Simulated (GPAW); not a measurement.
Crystal: Pt.

```xyz
1
Lattice="0.0000 1.9609 1.9609 1.9609 0.0000 1.9609 1.9609 1.9609 0.0000" Properties=species:S:1:pos:R:3 pbc="T T T"
Pt    0.0000    0.0000    0.0000
```

Base run:

* Program: GPAW 26.7.0
* Functional: PBEsol
* Potentials or basis: PAW data sets generated in the run's folder for this functional
* Cutoff: 600 eV
* Basis: pw
* k mesh: 12 × 12 × 12
* Occupations: fermi-dirac, width 0.05 eV
* Spin: no spin polarisation
* Hubbard terms: Pt d U = 8 eV

Its results: band gap on the k mesh none (metal or under the smearing width); pressure -13.3 GPa.

Problem. The run is repeated on the same cell with these changes: hubbard terms from Pt d U = 8 eV to Pt d U = 5 eV. What comes out?

Solution. Band gap on the k mesh none (metal or under the smearing width); pressure -9.6 GPa.

Caveats: U without spin polarisation on a metal has little footing; the U is typed as a test and isn't derived for this compound.
